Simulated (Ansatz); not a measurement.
This is a one-shot G0W0 calculation with the plane-wave code Ansatz on SnO2 built on the fluorite prototype; the level of theory is G0W0@PBE with 97 empty bands, a screening cutoff of 120 eV and a 6×6×6 mesh. The cell was relaxed beforehand with r2SCAN.

```yaml
crystal:
  lattice:
    - [0.0, 2.5334667554, 2.5334667554]
    - [2.5334667554, 0.0, 2.5334667554]
    - [2.5334667554, 2.5334667554, 0.0]
  atoms:
    - { symbol: Sn, position: [0.0, 0.0, 0.0] }
    - { symbol: O, position: [0.25, 0.25, 0.25] }
    - { symbol: O, position: [0.75, 0.75, 0.75] }
kpoints:
  mp_grid: { grid: [6, 6, 6] }
hamiltonian:
  xc: pbe
scf:
  occupations: { method: fixed }
gw:
  n_empty_bands: 97
  ecut_chi: 120
  qp_bands: [v2, c2]
  qp_kpoints: band_edges
  screening: { model: contour_deformation }
```

In the abridged output below, numbers in square brackets stand for lines, or ends of lines, that were taken out.
```
Pseudopotential: Sn, paw, valence charge 14, recommended cutoff 420 eV (normal)
Pseudopotential: O, paw, valence charge 6, recommended cutoff 420 eV (normal)
Functional definition: PBE
Crystal: 3 atoms, lattice volume = 32.522 Å³
Basis set: ecut = 420 eV, 609 PW (Γ)
Bands: 17, of which v1, the nominal top of the filled ones, is band 13 counted from 1 (12 counted from 0)
Symmetry: 48 space group operations
Space group: Fm-3m (ITA 225)
k-points: 16 of 216
SCF 1 converged in 6 iterations: F = -7158.185496 eV  dr2 = 2.09e-9
SCF converged after 6 iterations
Free energy (F): -7158.185496 eV
Fermi energy:    11.753722 eV
--- G₀W₀: contour deformation, 8 samples at zero and on the imaginary axis and 3 off it, 216 q-points, 97 empty bands' worth ---
    ik  band        ε_KS         Σx   Σc(E_QP)       V_xc       Z   E_QP_lin       E_QP  E_QP is
     0    12     10.3762   -25.6599     4.6630   -20.6015  0.7243     9.9760     9.9808  root
     0    13     10.3762   -25.6599     4.6630   -20.6015  0.7243     9.9760     9.9808  root
     0    14     12.0592   -15.0362    -3.1477   -18.7237  0.8093  [1]
     0    15     18.9229    -8.0044    -4.8825   -13.4827  0.8106    19.5263    19.5187  root
     1    12     10.1889   -25.7520     4.7778   -20.5528  0.7194     9.7620     9.7675  root
     1    13     10.1889   -25.7520     4.7778   -20.5528  0.7194     9.7620     9.7675  root
     1    14     13.9885   -16.9026    -2.6504   -20.2657  0.7829    14.7115    14.7013  root
     1    15     18.7691    -8.3667    -4.7288   -13.6557  0.8043    19.3354    19.3293  root
     4    12     10.7598   -26.1553     4.6719   -21.1062  0.7283    10.3788    10.3827  root
     4    13     10.7598   -26.1553     4.6719   -21.1062  0.7283    10.3788    10.3827  root
     4    14     14.0139   -16.0851    -3.0280   -19.8470  0.7882    14.7587    14.7477  root
     4    15     17.9277    -7.5584    -4.6498   -12.6511  0.8127    18.3745    18.3706  root
     8    12      9.3822   -26.3318     5.1468   -20.7036  0.7041     8.8922     8.9008  root
     8    13     10.9807   -26.3515     4.6812   -21.3038  0.7300    10.6106    10.6141  root
     8    14     15.1868   -16.2482    -3.3852   -20.5339  0.7761    16.1077    16.0873  root
     8    15     18.7672    -8.7775    -4.6003   -13.9276  0.7996    19.3233    19.3170  root
     9    12     11.3121   -26.6834     4.6422   -21.6991  0.7335    10.9671    10.9700  root
     9    13     11.3121   -26.6834     4.6422   -21.6991  0.7335    10.9671    10.9700  root
     9    14     15.1643   -13.4589    -4.0065   -18.2770  0.7921    15.9916    15.9757  root
     9    15     17.7746    -9.0109    -4.4436   -13.9356  0.8089    18.2607    18.2557  root
    10    12     11.2528   -26.7414     4.6887   -21.6980  0.7324  [2]
    10    13     11.3963   -26.7601     4.7676   -21.6452  0.7312    11.0460    11.0490  root
    10    14     15.6310   -13.1193    -4.1604   -18.1247  0.7891    16.4946    16.4759  root
    10    15     19.2547   -10.2932    -4.6991   -15.6776  0.7924    19.9490    19.9400  root
    11    12     10.7159   -26.5558     4.8287   -21.3216  0.7259  [3]
    11    13     11.5404   -26.8230     4.7087   -21.7853  0.7332    11.2087    11.2114  root
    11    14     16.3430   -14.6797    -4.2655   -19.9804  0.7714    17.4131    17.3781  root
    11    15     20.9649    -8.3467    -4.9103   -13.8346  0.7793    21.5513    21.5426  root
    12    12     11.5741   -26.9528     4.6241   -22.0087  0.7354    11.2516    11.2541  root
    12    13     11.6530   -26.8479     4.7545   -21.7710  0.7327    11.3281    11.3305  root
    12    14     15.0848   -11.9000    -4.1427   -16.7409  0.8010    15.7939    15.7829  root
    12    15     19.0447   -10.4416    -4.7993   -15.9470  0.7995  [4]
    13    12     10.7094   -26.4932     4.8808   -21.2040  0.7247    10.2961    10.3010  root
    13    13     11.3856   -26.7375     4.6661   -21.7330  0.7334    11.0443    11.0472  root
    13    14     15.9666   -14.5666    -4.1003   -19.6377  0.7770    16.9648    16.9374  root
    13    15     19.1572    -9.4808    -4.5985   -14.6792  0.7965    19.7635    19.7572  root
  […]
```

The points are ik 0 = (0, 0, 0) (Γ), ik 1 = (0, 0, 1/6), ik 4 = (0, 1/6, 1/6), ik 8 = (0, 1/6, -1/6), ik 9 = (0, 1/3, 1/3), ik 10 = (0, 1/3, -1/2), ik 11 = (0, 1/3, -1/3), ik 12 = (0, -1/2, -1/2) (X), ik 13 = (1/6, 1/3, -1/2), ik 14 = (1/6, 1/3, -1/3), ik 15 = (1/6, -1/2, -1/3); band 13 is the last filled one.

Question: What stood in the gaps? They hold quasiparticle rows.

Answer:
```
[1]
     0    14     12.0592   -15.0362    -3.1477   -18.7237  0.8093    12.6037    12.5989  root
[2]
    10    12     11.2528   -26.7414     4.6887   -21.6980  0.7324    10.8948    10.8981  root
[3]
    11    12     10.7159   -26.5558     4.8287   -21.3216  0.7259    10.3058    10.3106  root
[4]
    12    15     19.0447   -10.4416    -4.7993   -15.9470  0.7995    19.7614    19.7507  root
```
The trailing digits, and the zero of the energies, depend on the potentials and thresholds.

Over the mesh points the PBE gap of 0.31 eV becomes a quasiparticle gap of 1.15 eV (W–X (0.33 of the way from W) to Γ), a change of +0.84 eV. Renormalisation factors Z lie between 0.70 and 0.81. No extrapolation in bands, cutoff or mesh was made for G0W0.

Command: `ansatz run input.yaml --threads 2 --pin off --max-ram 2211MiB --backend cpu --events-out ev --progress --plain --runs-dir out`. It took 35 s on 2 threads of Arm Neoverse V1, with other jobs on the host; peak host memory 0.35 GiB.

Note: simulated data, non-magnetic, for a generated structure that need not be the stable one.

No spin-orbit coupling is included; it can move band edges with weight on the heavy atoms by tenths of an eV.

For so narrow a gap this mesh doesn't settle the screening, and the bands and cutoff are finite.
